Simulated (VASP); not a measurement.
Runs of VASP 6.6.1 on Be. Symmetry: Pm-3m, No. 221, cubic system. The conventional cell has a = 2.174 Å, b = 2.174 Å, c = 2.174 Å, α = 90.00°, β = 90.00°, γ = 90.00°. Be (site symmetry m-3m) has 6 Be at 2.17 Å as nearest neighbours. The cell was built by a generator and needn't be a form met in nature.

| task | level | potentials or basis | spin | fixed moment (μB) | cell | cutoff (eV) | smearing | monkhorst-Pack mesh | other keys | gap on the mesh (eV) | pressure (GPa) |
| --- | --- | --- | --- | --- | --- | --- | --- | --- | --- | --- | --- |
| relaxation of cell and atoms | PBE | VASP PAW PBE potentials, release 64 (Be) | off | - | relaxed | 600 | methfessel-paxton 0.1 eV | - | - | none | 0.0 |
| relaxation of cell and atoms | PBEsol | VASP PAW PBE potentials, release 64 (Be) | off | - | relaxed | 600 | methfessel-paxton 0.1 eV | - | - | none | 0.0 |
| atomic charges | revPBE+D4 | VASP PAW PBE potentials, release 64 (Be_sv) | collinear, ferromagnetic start | 4 | as given | 520 | tetrahedron | - | - | - | 93.8 |
| density of states | vdW-DF2 | VASP PAW PBE potentials, release 64 (Be) | off | - | as given | 520 | fermi-dirac 0.1 eV | yes | shifted = yes; IMIX = 1; AMIX = 0.4; NBANDS = 2 | - | (a) |
| single point | PBE | VASP PAW PBE potentials, release 64 (Be) | off | - | as given | 520 | fermi-dirac 0.05 eV | - | - | none | 0.5 |

Alike in all rows: k mesh 12 × 12 × 12.

**Question.** Estimate the missing entries.

**Answer.** (a) 0.1.

Caveats: the PAW data sets were made with another functional, which shifts forces and pressure a little (some runs); the relaxation stopped at its first step, so nothing moved (some runs); the moment is held away from its start (some runs); a pressure of tens of GPa on the cell as given is suspect, and the run, the potentials or the cell itself is likely at fault (some runs); the total moment is fixed, so each spin has its own Fermi level (some runs); the bands computed are all filled at some k points, so no gap is given (some runs).

A gap of «none» marks a metal or a gap under the smearing width.

The runs don't all hold the same shells in valence.
